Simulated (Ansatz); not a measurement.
Write the native input for Ansatz 0.2.0 that does the following.

```
Task                : band structure
Functional          : LDA
Potentials or basis : all-electron LAPW, scalar-relativistic
Cutoff              : 255 eV (chosen from the basis error)
Basis error allowed : 0.002 eV/atom
k mesh              : 7 × 7 × 4
Occupations         : fermi-dirac, width 0.05 eV
Spin                : no spin polarisation
```

Crystal: CuI.

```
I Cu
1.0
     4.09020    0.00000    0.00000
     0.00000    4.09020    0.00000
     0.00000    0.00000    6.55146
I Cu
2 2
Direct
  0.00000 0.50000 0.74303
  0.50000 0.00000 0.25697
  0.00000 0.00000 0.00000
  0.50000 0.50000 0.00000
```

Measurements of this composition are mostly on another form, of space group No. 216.

These files were run (other wordings do the same):

input.yaml

```yaml
crystal:
  lattice:
    - [4.09019619, 0.0, 0.0]
    - [0.0, 4.09019619, 0.0]
    - [0.0, 0.0, 6.55145804]
  atoms:
    - { symbol: I, position: [0.0, 0.5, 0.74303436] }
    - { symbol: I, position: [0.5, 0.0, 0.25696564] }
    - { symbol: Cu, position: [0.0, 0.0, 0.0] }
    - { symbol: Cu, position: [0.5, 0.5, 0.0] }
kpoints:
  mp_grid: { grid: [7, 7, 4] }
  band_path:
    path:
      - [0.0, 0.0, 0.0]
      - [0.0, 0.5, 0.0]
      - [0.5, 0.5, 0.0]
      - [0.0, 0.0, 0.0]
      - [0.0, 0.0, 0.5]
      - [0.0, 0.5, 0.5]
      - [0.5, 0.5, 0.5]
      - [0.0, 0.0, 0.5]
    npoints: 12
scf:
  occupations: { method: fermi_dirac, width: 0.05 }
hamiltonian:
  xc: lda
  pseudopotentials: { kind: all_electron, lapw: { basis_error: 0.002 } }
output:
  forces: true
  stress: true
  eigenvalues: true
```

Potentials or basis: all-electron LAPW, scalar-relativistic.

Command:

```sh
$ ansatz run input.yaml --threads 2 --pin off --max-ram 6144MiB --backend cpu --events-out ev --progress --plain --runs-dir out
```

It gave:

```
Pressure                : -3.6 GPa
Largest force           : 0.490 eV/Å
Band gap on the k mesh  : 1.41 eV, direct
Band gap along the path : 1.41 eV, direct
```

Caveat: spin-orbit coupling is left out, which moves the levels of the heavy elements.

Run time: 50 s on 2 threads of Arm Neoverse V1, with other jobs on the host, peak memory 0.51 GiB.
